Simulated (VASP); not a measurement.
# ZnSe in VASP: one cell, several levels of theory, part 2 of 2

VASP 6.6.1, plane waves, PAW.

**3. Single point with r2SCAN**

Contents of INCAR:

```
ENCUT = 520.000000
SIGMA = 0.010000
EDIFF = 1.00e-07
ALGO = Normal
METAGGA = R2SCAN
PREC = Accurate
IBRION = -1
ISIF = 2
ISMEAR = 0
NBANDS = 16
NELM = 120
NSW = 0
LASPH = .TRUE.
LCHARG = .FALSE.
LWAVE = .FALSE.
LREAL = .FALSE.
```

Contents of KPOINTS:

```
KPOINTS created by Atomic Simulation Environment
0
Gamma
8 8 8
0 0 0
```

Contents of KPOINTS_OPT:

```
special points
6
Reciprocal
0.0000000000 0.0000000000 0.0000000000 1
-0.5000000000 -0.5000000000 0.0000000000 1
-0.3750000000 -0.3750000000 0.2500000000 1
-0.3750000000 0.0000000000 0.3750000000 1
0.0000000000 0.0000000000 0.5000000000 1
-0.5000000000 -0.2500000000 0.2500000000 1
```

Contents of POSCAR:

```
Zn Se
 1.0000000000000000
     0.0000000000000000    2.9457175117999999    2.6936900735000000
     2.9457175117999999    0.0000000000000000    2.6936900735000000
     2.9457175117999999    2.9457175117999999    0.0000000000000000
 Zn  Se
   1   1
Cartesian
  0.0000000000000000  0.0000000000000000  0.0000000000000000
  1.4728587558999999  1.4728587558999999  1.3468450367500002
```

Command:

```console
$ mpirun -np 1 vasp_std
```

Printed to the terminal (iteration lines stand in OSZICAR):

```text
POSCAR found type information on POSCAR ZnSe
 POSCAR found :  2 types and       2 ions
 -----------------------------------------------------------------------------
|                                                                             |
|                                                                             |
|     You enforced a specific xc type in the INCAR file but a different       |
|     I HOPE YOU KNOW WHAT YOU ARE DOING!                                     |
|                                                                             |
 -----------------------------------------------------------------------------

 LDA part: xc-table for (None), standard interpolation
 POSCAR, INCAR and KPOINTS ok, starting setup
 FFT: planning ... GRIDC
 FFT: planning ... GRID_SOFT
 FFT: planning ... GRID
 WAVECAR not read
 entering main loop
 Start KPOINTS_OPT (optional k-point list driver)
k-point batch [1-6\6]
```

OSZICAR:

```text
N       E                     dE             d eps       ncg     rms          rms(c)
DAV:   1     0.654899360269E+02    0.65490E+02   -0.88190E+03  1888   0.129E+03
DAV:   2    -0.220743160314E+02   -0.87564E+02   -0.82020E+02  2144   0.253E+02
DAV:   3    -0.276328034450E+02   -0.55585E+01   -0.55379E+01  2280   0.629E+01
DAV:   4    -0.276751929027E+02   -0.42389E-01   -0.42386E-01  2320   0.591E+00
DAV:   5    -0.276753730487E+02   -0.18015E-03   -0.18015E-03  2400   0.343E-01    0.476E+00
DAV:   6    -0.248876100923E+02    0.27878E+01   -0.13341E+00  1944   0.315E+01    0.452E+00
DAV:   7    -0.248590105162E+02    0.28600E-01   -0.30562E-01  2360   0.847E+00    0.212E+00
DAV:   8    -0.248739062926E+02   -0.14896E-01   -0.33763E-02  2240   0.172E+00    0.540E-01
DAV:   9    -0.248760240843E+02   -0.21178E-02   -0.41056E-03  2488   0.138E+00    0.850E-02
DAV:  10    -0.248761623043E+02   -0.13822E-03   -0.98991E-04  2312   0.396E-01    0.544E-02
DAV:  11    -0.248761334143E+02    0.28890E-04   -0.37491E-04  2552   0.400E-01    0.446E-02
DAV:  12    -0.248761216165E+02    0.11798E-04   -0.11129E-04  2344   0.241E-01    0.760E-03
DAV:  13    -0.248761300118E+02   -0.83954E-05   -0.11287E-05  2504   0.626E-02    0.466E-03
DAV:  14    -0.248761288650E+02    0.11469E-05   -0.22943E-06  2280   0.251E-02    0.103E-03
DAV:  15    -0.248761295171E+02   -0.65219E-06   -0.11503E-07  1520   0.315E-03    0.244E-04
DAV:  16    -0.248761295458E+02   -0.28662E-07   -0.11454E-08   984   0.140E-03
   1 F= -.24876130E+02 E0= -.24876130E+02  d E =-.348200E-70
       N       E                     dE             ncg
DAV:   1     0.146323753431E+04   -0.30936E+04      192
DAV:   2     0.921351318974E+03   -0.54189E+03      232
DAV:   3     0.889884224679E+03   -0.31467E+02      224
DAV:   4     0.889677358306E+03   -0.20687E+00      256
DAV:   5     0.889676463530E+03   -0.89478E-03      240
DAV:   6     0.889676456028E+03   -0.75020E-05      256
DAV:   7     0.889676455947E+03   -0.81499E-07      240
```

From OUTCAR:

```text
k-points           NKPTS =     59   k-points in BZ     NKDIM =     59   number of bands    NBANDS=     16

   NELECT =      18.0000    total number of electrons

   dimension x,y,z NGX =    30 NGY =   30 NGZ =   32
   dimension x,y,z NGXF=    60 NGYF=   60 NGZF=   64

  energy-cutoff  :      520.00
  volume of cell :       46.75
      direct lattice vectors                 reciprocal lattice vectors
     0.000000000  2.945717512  2.693690074    -0.169737932  0.169737932  0.185618979
     2.945717512  0.000000000  2.693690074     0.169737932 -0.169737932  0.185618979
     2.945717512  2.945717512  0.000000000     0.169737932  0.169737932 -0.185618979

 k-points in reciprocal lattice and weights: KPOINTS created by Atomic Simulation Env
   0.00000000  0.00000000  0.00000000       0.002
   0.12500000 -0.00000000  0.00000000       0.016
   0.25000000 -0.00000000  0.00000000       0.016
   0.37500000 -0.00000000  0.00000000       0.016
   0.50000000 -0.00000000  0.00000000       0.008
   0.12500000  0.12500000  0.00000000       0.004
   0.25000000  0.12500000  0.00000000       0.016
   0.37500000  0.12500000  0.00000000       0.016
[... 51 more k-points ...]

 E-fermi :   1.3694

 k-point     1 :       0.0000    0.0000    0.0000
  band No.  band energies     occupation
      1     -12.4528      2.00000
      2      -5.5360      2.00000
      3      -5.5360      2.00000
      4      -5.5026      2.00000
      5      -5.1585      2.00000
      6      -5.1502      2.00000
      7       0.9706      2.00000
      8       0.9707      2.00000
      9       1.2466      2.00000
     10       2.7899      0.00000
     11       7.4075      0.00000
     12       7.4660      0.00000
     13       7.4661      0.00000
     14      11.5442      0.00000
     15      12.2704      0.00000
     16      13.4906      0.00000

 k-point     2 :       0.1250   -0.0000    0.0000
  band No.  band energies     occupation
      1     -12.3534      2.00000
      2      -5.5250      2.00000
      3      -5.5221      2.00000
      4      -5.4874      2.00000
      5      -5.1577      2.00000
      6      -5.1527      2.00000
      7      -0.1765      2.00000
      8       0.8010      2.00000
      9       1.0436      2.00000
     10       3.7279      0.00000
     11       7.2320      0.00000
     12       7.6780      0.00000
     13       7.7878      0.00000
     14      11.7321      0.00000
     15      12.1885      0.00000
     16      12.7696      0.00000

 k-point     3 :       0.2500   -0.0000    0.0000
  band No.  band energies     occupation
      1     -12.0962      2.00000
      2      -5.4922      2.00000
      3      -5.4773      2.00000
      4      -5.4363      2.00000
      5      -5.1553      2.00000
      6      -5.1504      2.00000
      7      -1.8910      2.00000
      8       0.4360      2.00000
      9       0.7818      2.00000
     10       4.2354      0.00000
     11       7.7555      0.00000
     12       7.8691      0.00000
     13       8.5325      0.00000
     14      11.7750      0.00000
     15      11.9020      0.00000
     16      12.9724      0.00000

 k-point     4 :       0.3750   -0.0000    0.0000
  band No.  band energies     occupation
      1     -11.8090      2.00000
      2      -5.4692      2.00000
      3      -5.4299      2.00000
      4      -5.2629      2.00000
      5      -5.1467      2.00000
      6      -5.1335      2.00000
      7      -3.3241      2.00000
      8       0.1156      2.00000
      9       0.5543      2.00000
     10       4.0850      0.00000
     11       7.7179      0.00000
     12       8.3472      0.00000
     13       9.6307      0.00000
     14      11.9171      0.00000
     15      13.3044      0.00000
     16      13.4136      0.00000

 k-point     5 :       0.5000   -0.0000    0.0000
  band No.  band energies     occupation
      1     -11.6791      2.00000
      2      -5.4621      2.00000
      3      -5.4163      2.00000
      4      -5.1594      2.00000
      5      -5.1233      2.00000
      6      -5.0109      2.00000
      7      -4.0260      2.00000
      8      -0.0076      2.00000
      9       0.4669      2.00000
     10       3.9821      0.00000
     11       7.6094      0.00000
     12       8.4237      0.00000
     13      10.1237      0.00000
     14      12.5081      0.00000
     15      14.2278      0.00000
     16      15.2255      0.00000

 k-point     6 :       0.1250    0.1250    0.0000
  band No.  band energies     occupation
      1     -12.3067      2.00000
      2      -5.5099      2.00000
      3      -5.5091      2.00000
      4      -5.5090      2.00000
      5      -5.1578      2.00000
      6      -5.1492      2.00000
      7      -0.0239      2.00000
      8       0.5335      2.00000
      9       0.5336      2.00000
     10       4.2111      0.00000
     11       6.5061      0.00000
     12       8.0744      0.00000
     13       8.0745      0.00000
     14      11.8953      0.00000
     15      12.5366      0.00000
     16      13.2552      0.00000

 k-point     7 :       0.2500    0.1250    0.0000
  band No.  band energies     occupation
      1     -12.0913      2.00000
      2      -5.4983      2.00000
      3      -5.4760      2.00000
      4      -5.4599      2.00000
      5      -5.1606      2.00000
      6      -5.1387      2.00000
      7      -1.4184      2.00000
      8       0.1236      2.00000
      9       0.3780      2.00000
     10       4.8638      0.00000
     11       6.3362      0.00000
     12       8.5179      0.00000
     13       8.7149      0.00000
     14      11.2303      0.00000
     15      12.7954      0.00000
     16      13.7373      0.00000

 k-point     8 :       0.3750    0.1250    0.0000
  band No.  band energies     occupation
      1     -11.8096      2.00000
      2      -5.4478      2.00000
      3      -5.4471      2.00000
      4      -5.3487      2.00000
      5      -5.1355      2.00000
      6      -5.1252      2.00000
      7      -2.8728      2.00000
      8      -0.1808      2.00000
      9       0.0965      2.00000
     10       4.7632      0.00000
     11       7.2758      0.00000
     12       8.4373      0.00000
     13       8.8225      0.00000
     14      12.0551      0.00000
     15      13.6253      0.00000
     16      14.0901      0.00000

[... the tables of k-points 9 to 59 left out ...]

  Total       -0.8023567     -0.8023567      0.0337131      0.0000000      0.0000000      0.0000000
  in kB      -27.4990866    -27.4990866      1.1554469      0.0000000      0.0000000      0.0000000
  external PRESSURE =     -17.9475754 kB  Pullay stress =       0.0000000 kB

 POSITION                                       TOTAL-FORCE (eV/Angst)
 -----------------------------------------------------------------------------------
      0.00000      0.00000      0.00000         0.000000      0.000000     -0.000000
      1.47286      1.47286      1.34685        -0.000000     -0.000000      0.000000
 -----------------------------------------------------------------------------------
    total drift:                                0.001311      0.001311      0.002273

  FREE ENERGIE OF THE ION-ELECTRON SYSTEM (eV)
  ---------------------------------------------------
  free  energy   TOTEN  =       -24.8761295458 eV

  energy  without entropy=      -24.8761295458  energy(sigma->0) =      -24.87612955
```

Hardware: 1 MPI rank of Intel Xeon Platinum 8488C, shared host.

The levels at the points of KPOINTS_OPT are read from vasprun.xml.

Band energies at the special points (eV, zero at the top of v, the last band that the electrons fill by count):

| point | v−1 | v | c | c+1 |
| --- | --- | --- | --- | --- |
| Γ | -0.28 | 0.00 | 1.54 | 6.16 |
| X | -2.60 | -2.60 | 2.99 | 3.12 |
| U | -3.13 | -2.21 | 3.43 | 5.31 |
| K | -3.17 | -1.75 | 4.06 | 6.05 |
| L | -1.25 | -0.78 | 2.74 | 6.36 |
| W | -2.86 | -2.70 | 5.42 | 5.45 |

Gap with r2SCAN: 1.54 eV, direct (Γ). The pressure is -1.79 GPa; the forces vanish within 0.01 eV/Å.

**4. Summary**

What follows sums up all 2 parts.

| level | gap (eV) | pressure (GPa) | Ansatz: gap (eV) | Ansatz: pressure (GPa) |
| --- | --- | --- | --- | --- |
| PBE | 0.98 | 0.51 | 0.98 | 0.28 |
| r2SCAN | 1.54 | -1.79 | 1.54 | -1.87 |

The gap spans 0.98 eV (PBE) to 1.54 eV (r2SCAN). The pressure is highest with PBE (0.5 GPa) and lowest with r2SCAN (-1.8 GPa), which orders the cells that they would relax to. The two programs agree on the gap within 0.01 eV, far less than the spread between functionals. The two codes have different PAW datasets and cutoffs. VASP's cell holds 18 valence electrons and Ansatz's 28.
